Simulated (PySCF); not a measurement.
# Löwdin shares of the frontier orbitals

Species: CHF3.
Numbering: `[F:1][CH:2]([F:3])[F:4]` (hydrogens: H5 on C2)

Geometry (PBE0-D3(BJ)/def2-TZVP, Å), atoms numbered from 1 in this order:
```
atom  x, y, z in Å
F1    -0.8157   -0.9037   -0.4995
C2     0.0910   -0.0614   -0.0085
F3     1.2631   -0.3188   -0.5849
F4    -0.2711    1.1804   -0.3235
H5     0.1661   -0.1728    1.0758
```

Computed with TDDFT CAM-B3LYP/aug-cc-pVTZ, vertical, gas phase, core orbitals frozen in the response (PySCF 2.14.0, density-fitted response routines). Isolated species at its PBE0-D3(BJ)/def2-TZVP geometry, gas phase.

Kohn–Sham orbitals with the atoms that hold most of them (Löwdin shares over 4%, at most four atoms; ? is withheld):

| orbital | ε (eV) | atoms |
| --- | --- | --- |
| LUMO+2 | 1.37 | C2 80%, F3 6%, F4 5%, F1 4% |
| LUMO+1 | 1.35 | C2 73%, H5 8%, F3 7%, F4 6% |
| LUMO | 0.27 | ? |
| HOMO | ? | ? |
| HOMO-1 | -13.62 | F1 30%, F4 30%, F3 30%, C2 9% |
| HOMO-2 | -14.24 | F1 42%, F4 36%, F3 12%, C2 9% |
| HOMO-3 | -14.24 | F3 48%, F4 24%, F1 18%, C2 9% |

**Question.** Which atoms hold the LUMO, and with what shares?

**Answer.** H5 (bonded to C) 86%; C2 (bonded to 3 F and H) 10%.

**Question.** Which atoms hold the HOMO, and with what shares?

**Answer.** C2 (bonded to 3 F and H) 25%; F1 (bonded to C) 20%; F4 (bonded to C) 20%; F3 (bonded to C) 20%. By element: fluorine 61%, carbon 25%.

**Question.** What is the HOMO energy, and the HOMO–LUMO gap?

**Answer.** ε(HOMO) = -13.01 eV; the gap is 13.28 eV (0.4879 hartree).

Within 0.005 eV of a neighbour in this list lie HOMO-3/HOMO-2 (point group found: C3v); within a degenerate set the shares of single atoms can hang on how the components are chosen.

**Question.** How does S1 compare with the orbital gap of 13.28 eV?

**Answer.** S1 is at 10.43 eV (f = 0.021), 2.85 eV below the gap, made of HOMO→LUMO (89%). Without the coupling terms of the response equations the lowest excitation would equal the gap.

**Question.** One configuration dominates each of S1 and S2. Which, and how do the shares of the two leading atoms of either orbital change from the occupied to the empty one?

**Answer.** 
- S1 (10.43 eV, f 0.021), HOMO→LUMO (89%): C2 25% → 10%, F1 20% → at most 4%, H5 at most 15% → 86%
- S2 (11.10 eV, f 0.0000), HOMO-1→LUMO (85%): F1 30% → at most 4%, F4 30% → at most 4%, H5 at most 1% → 86%, C2 9% → 10%

Orbitals of the list HOMO-3 to LUMO+2 that lie within 0.01 eV of each other are written together with a slash and their weights summed (≥ marks a lower bound); for degenerate orbitals outside that list single weights are arbitrary.

Löwdin shares depend on the basis, the more so with diffuse functions.

On one thread, Arm Neoverse N1 (aarch64), no GPU, shared host, this took 25 s wall and 0.75 GiB of memory at its peak.
